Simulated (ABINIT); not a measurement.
**SnSe2: single point with LDA**

SnSe2:

```
CELL_PARAMETERS angstrom
3.79861 0.00000 0.00000
-1.89931 3.28969 0.00000
0.00000 0.00000 5.87070
ATOMIC_POSITIONS crystal
Sn 0.00000 0.00000 0.00000
Se 0.66667 0.33333 0.73313
Se 0.33333 0.66667 0.26687
```

The cell isn't the ideal one: cell relaxed.

```
Program             : ABINIT 10.8.3 (patched build)
Task                : single point
Functional          : LDA
Potentials or basis : HGH LDA
Cutoff              : 544 eV
k mesh              : 6 × 6 × 4
Occupations         : fermi-dirac, width 0.05 eV
Spin                : no spin polarisation
```

```yaml
Band_gap_on_the_k_mesh: 0.48 eV, indirect (least direct gap 0.65 eV)
Valence_electrons_inside_the_program's_atomic_spheres: Sn 0.96; Se 3.25
```

Levels at points of the mesh, in eV from the valence-band top:
```csv
k point,band 5,band 6,band 7,band 8,band 9,band 10,band 11,band 12
"(0.00, 0.00, 0.00)",-0.77,-0.66,-0.66,-0.01,0.64,2.85,4.46,4.46
"(0.50, 0.00, 0.00)",-3.47,-2.87,-1.90,-0.42,1.10,3.42,4.80,4.83
"(0.00, 0.00, 0.50)",-0.95,-0.95,-0.36,-0.36,2.45,2.67,3.99,3.99
"(0.50, 0.00, 0.50)",-2.54,-2.13,-1.26,-1.13,0.62,3.86,4.48,5.67
```

It took 15 s on 1 thread of Arm Neoverse V1, with other jobs on the host, peak memory 0.07 GiB.

Caveat: spin-orbit coupling is left out, which moves the levels of the heavy elements; HGH potentials are hard and often keep d shells in the core, so these values are rough. A k mesh can miss the band edges.
